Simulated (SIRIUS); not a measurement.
W:

```
W
1.0
    -1.58234    1.58234    1.58234
     1.58234   -1.58234    1.58234
     1.58234    1.58234   -1.58234
W
1
Direct
  0.00000 0.00000 0.00000
```

Base run:

* Program: SIRIUS 7.12.0
* Functional: PBEsol
* Potentials or basis: PseudoDojo 0.4.1 PBEsol standard (scalar relativistic)
* Cutoff: 1030 eV
* Density cutoff: 4119 eV
* k mesh: 12 × 12 × 12
* Occupations: fermi-dirac, width 0.05 eV
* Spin: no spin polarisation

Its results: band gap on the k mesh none (metal or under the smearing width); pressure -2.8 GPa.

Question: The run is repeated on the same cell with these changes: potentials or basis from PseudoDojo 0.4.1 PBEsol standard (scalar relativistic) to PseudoDojo 0.4.1 PBE standard (scalar relativistic). What comes out?

Answer: Band gap on the k mesh none (metal or under the smearing width); pressure -2.1 GPa.

Caveats: the potentials were made for another functional, which shifts forces and pressure (some runs).

Not every run made on this cell is shown here.
